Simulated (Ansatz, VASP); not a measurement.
# One calculation of Ca, two programs

Contents of INCAR:

```
SYSTEM = Ca
PREC = Accurate
ENCUT = 520
EDIFF = 1E-6
ISMEAR = 0
SIGMA = 0.1
LREAL = .False.
LASPH = .True.
NELM = 100
ALGO = Normal
ISIF = 2
LWAVE = .False.
LCHARG = .False.
GGA = PE
NBANDS = 17
```

KPOINTS

```
Automatic mesh
0
Gamma
  8 8 4
  0 0 0
```

Contents of POSCAR:

```
Ca
1.0
    1.9712759950     -3.3954901800      0.0000000000
    1.9712759950      3.3954901800      0.0000000000
    0.0000000000      0.0000000000      6.5091117400
Ca
2
Direct
    0.8355866000      0.1644134000      0.2500000000
    0.1644134000      0.8355866000      0.7500000000
```

Input for Ansatz:

```yaml
crystal:
  lattice:
    - [1.971275995, -3.39549018, 0.0]
    - [1.971275995, 3.39549018, 0.0]
    - [0.0, 0.0, 6.50911174]
  atoms:
    - { symbol: Ca, position: [0.8355866, 0.1644134, 0.25] }
    - { symbol: Ca, position: [0.1644134, 0.8355866, 0.75] }
basis:
  ecutwfc: 420
kpoints:
  mp_grid: { grid: [8, 8, 4] }
hamiltonian:
  xc: pbe
scf:
  occupations: { method: gaussian, width: 0.1 }
output:
  forces: true
  stress: true
  eigenvalues: true
```

Alike in both runs: task single point; functional PBE; k mesh 8 × 8 × 4; occupations gaussian, width 0.1 eV; no spin polarisation.

```csv
,VASP,Ansatz
version,VASP 6.6.1,Ansatz 0.2.0
potentials or method,"VASP PAW PBE potentials, release 64 (Ca_sv)","scalar-relativistic, plane waves, PAW"
plane-wave cutoff (eV),520,420
valence electrons in the cell,20,20
```

|  | VASP | Ansatz | Ansatz less VASP |
| --- | --- | --- | --- |
| gap on the k mesh at the Fermi level (eV) | none | none | - |
| pressure (GPa) | -0.5 | -0.5 | -0.01 |
| largest component of the traceless stress (GPa) | 0.14 | 0.14 | 0.000 |
| rms of the force components (eV/Å) | 0.009 | 0.009 | +0.0001 |

Atom by atom the forces differ by 0.000 eV/Å (rms over components). A gap of «none» marks a metal or a gap that the smearing closes.
